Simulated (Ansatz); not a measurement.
# Elastic constants of NbC (Fm-3m), step by step

```xyz
2
Lattice="0.0000 2.2412 2.2412 2.2412 0.0000 2.2412 2.2412 2.2412 0.0000" Properties=species:S:1:pos:R:3 pbc="T T T"
Nb    0.0000    0.0000    0.0000
C     2.2412    2.2412    2.2412
```

Level of theory, where no other is named: r²SCAN, PAW on Ansatz 0.2.0's default frozen-core files (fitted under PBE), scalar-relativistic. k mesh 18×18×18, Fermi-Dirac smearing of 0.100 eV, cutoff 500 eV. The cell was relaxed by PAW under this functional.

The cell is cubic and carries a residual pressure of -0.02 GPa at this level. Each strain component that symmetry leaves independent is applied at ±0.005 and ±0.01, the ions relax wherever a strain frees them, and the stress (tension positive, GPa) is read. Shears are engineering strains, γ = 2ε.

| strain | size | σxx | σyy | σzz | σyz | σxz | σxy |
| --- | --- | --- | --- | --- | --- | --- | --- |
| xx | -0.01 | -7.0222 | -1.3397 | -1.3397 | 0.0000 | 0.0000 | 0.0000 |
| xx | -0.005 | -3.4041 | -0.6526 | -0.6526 | 0.0000 | 0.0000 | 0.0000 |
| xx | +0.005 | 3.2596 | 0.6746 | 0.6746 | 0.0000 | 0.0000 | 0.0000 |
| xx | +0.01 | 6.3263 | 1.3120 | 1.3120 | 0.0000 | 0.0000 | 0.0000 |
| yz | -0.01 | 0.0321 | -0.0012 | -0.0012 | -1.7862 | 0.0000 | 0.0000 |
| yz | -0.005 | 0.0226 | 0.0142 | 0.0142 | -0.8927 | 0.0000 | 0.0000 |
| yz | +0.005 | 0.0226 | 0.0142 | 0.0142 | 0.8927 | 0.0000 | 0.0000 |
| yz | +0.01 | 0.0321 | -0.0012 | -0.0012 | 1.7861 | 0.0000 | 0.0000 |

The slope is [8(σ(+δ) − σ(−δ)) − (σ(+2δ) − σ(−2δ))]/(12δ), and the program imposes the crystal's symmetry on the matrix.

What are the independent elastic constants?

C11 = 666.0, C12 = 132.8, C44 = 178.5 GPa.

Do they meet the Born conditions?

C11 − C12 = 533.2, C11 + 2C12 = 931.5 and C44 = 178.5 GPa must all be positive, so the crystal is elastically stable; that says nothing yet of its phonons.

What moduli does a random aggregate of grains have?

B = (C11 + 2C12)/3 = 310.5 GPa. G_V = (C11 − C12 + 3C44)/5 = 213.8 and G_R = 5(C11 − C12)C44/(4C44 + 3(C11 − C12)) = 205.7, so G_H = 209.7 GPa. Then E = 9BG/(3B + G) = 513.6 GPa, ν = (3B − 2G)/(6B + 2G) = 0.224 and B/G = 1.48, on the brittle side of Pugh's 1.75 (a rule of thumb).

With the density of 7.738 g/cm³, how fast does sound travel, and what Debye temperature follows?

```tsv
direction	slow (m/s)	middle (m/s)	fast (m/s)
[100]	4803	4803	9277
[110]	4803	5870	8642
[111]	5537	5537	8419
```

The mean of v⁻³ over directions and branches gives v_m = 5741 m/s and θ_D = (ħ/k_B) v_m (6π²n)^(1/3) = 763 K, n being atoms per volume. Young's modulus spans 449 to 622 GPa over directions, and the universal anisotropy index is 0.20.

How far do the constants move if all-electron PAW (datasets made for the crystal) replaces PAW in the same cell?

```
constant  PAW (GPa)  all-electron PAW (datasets made for the crystal) (GPa)  difference
     C11      666.0                                                   665.7        -0.3
     C12      132.8                                                   132.7        -0.1
     C44      178.5                                                   178.6         0.1
```

What happens at 5 GPa (cell relaxed there)?

The volume falls to 0.9845 of its value, and C11 = 713.0, C12 = 140.5, C44 = 181.9 GPa (slopes of the stress), in this structure whether or not another phase takes over.

Limits of these numbers: frozen-core PAW files fitted under PBE, their cores solved anew for the functional of the run; responses of metals move with mesh and smearing.
